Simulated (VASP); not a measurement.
Set up this calculation in VASP 6.6.1, as the native input.

```
Task                   : relaxation of cell and atoms
Functional             : PBE
Potentials or basis    : VASP PAW PBE potentials, release 64 (Ba_sv, F)
Cutoff                 : 600 eV
k mesh                 : 6 × 6 × 6
Occupations            : gaussian, width 0.02 eV
Spin                   : no spin polarisation
Further INCAR settings : ALGO = Normal; EDIFF = 1e-07; IBRION = 2; EDIFFG = -0.005; NSW = 90; ISIF = 3
```

The structure of BaF2 lies in POSCAR:

```
BaF2
1.0
    0.0000000000      3.1128654100      3.1128654100
    3.1128654100      0.0000000000      3.1128654100
    3.1128654100      3.1128654100      0.0000000000
Ba F
1 2
Direct
    0.0000000000      0.0000000000      0.0000000000
    0.2500000000      0.2500000000      0.2500000000
    0.7500000000      0.7500000000      0.7500000000
```

The cell comes from a database or a generator and needn't be the stable form of this composition.

The input as run:

INCAR

```
PREC = Accurate ; ENCUT = 600
EDIFF = 1E-7 ; ISMEAR = 0
SIGMA = 0.02 ; LREAL = False
LASPH = True ; NELM = 60
ALGO = Normal ; ISIF = 3
LWAVE = False ; LCHARG = False
GGA = PE ; IBRION = 2
NSW = 90 ; EDIFFG = -0.005
```

KPOINTS

```
regular mesh
0
Gamma
  6 6 6
```

Potentials or basis: VASP PAW PBE potentials, release 64 (Ba_sv, F).

Launch:

```bash
$ cat potpaw_PBE.64/Ba_sv/POTCAR potpaw_PBE.64/F/POTCAR > POTCAR
$ mpirun -np 1 vasp_std > vasp.out
```

It gave:

The relaxed volume is 20.66 Å³/atom, the relaxed cell is a = 4.442 Å, b = 4.442 Å, c = 4.442 Å, α = 60.00°, β = 60.00°, γ = 60.00° and the space group after relaxing (to 0.05 Å) is Fm-3m (No. 225). The energy gained by relaxing is 2.5 meV/atom, the ionic steps are 2 and the pressure after relaxing is 0.0 GPa. The band gap on the k mesh is 6.60 eV, indirect (least direct gap 6.65 eV).

Caveat: spin-orbit coupling is left out, which moves the levels of the heavy elements.

Run time: 32 s on 1 thread of Intel(R) Xeon(R) Platinum 8488C (Sapphire Rapids) (shared host), peak memory 0.21 GiB.
